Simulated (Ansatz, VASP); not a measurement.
Mo: VASP beside Ansatz

INCAR

```
ALGO = Fast
EDIFF = 1E-6
ENCUT = 520
GGA = PE
ISIF = 2
ISMEAR = 0
LASPH = T
LCHARG = F
LREAL = F
LWAVE = F
NBANDS = 13
NELM = 100
PREC = Accurate
SIGMA = 0.15
```

KPOINTS

```
k-points
0
Gamma
  22 22 22
```

POSCAR

```
Mo
1.0
    0.0000000000      2.0802252937      1.9256645543
    2.0802252937      0.0000000000      1.9256645543
    2.0802252937      2.0802252937      0.0000000000
Mo
1
Direct
    0.0000000000      0.0000000000      0.0000000000
```

Input for Ansatz:

```yaml
crystal:
  lattice:
    - [0.0, 2.0802252937, 1.9256645543]
    - [2.0802252937, 0.0, 1.9256645543]
    - [2.0802252937, 2.0802252937, 0.0]
  atoms:
    - { symbol: Mo, position: [0.0, 0.0, 0.0] }
basis:
  ecutwfc: 420
kpoints:
  mp_grid: { grid: [22, 22, 22] }
hamiltonian:
  xc: pbe
scf:
  occupations: { method: gaussian, width: 0.15 }
output:
  forces: true
  stress: true
  eigenvalues: true
```

Alike in both runs: task single point; functional PBE; k mesh 22 × 22 × 22; occupations gaussian, width 0.15 eV; no spin polarisation.

|  | VASP | Ansatz |
| --- | --- | --- |
| version | VASP 6.6.1 | Ansatz 0.2.0 |
| potentials or method | VASP PAW PBE potentials, release 64 (Mo_sv) | scalar-relativistic, plane waves, PAW |
| plane-wave cutoff (eV) | 520 | 420 |
| valence electrons in the cell | 14 | 14 |

VASP gave:

```
gap on the k mesh at the Fermi level (eV)       : none
pressure (GPa)                                  : -8.1
largest component of the traceless stress (GPa) : 10.00
```

Estimate Ansatz's values.

gap on the k mesh at the Fermi level (eV): none; pressure (GPa): -8.6; largest component of the traceless stress (GPa): 10.01.

A gap of «none» marks a metal or a gap that the smearing closes. With one functional, cell and mesh, what is left measures potentials, basis and numerics.
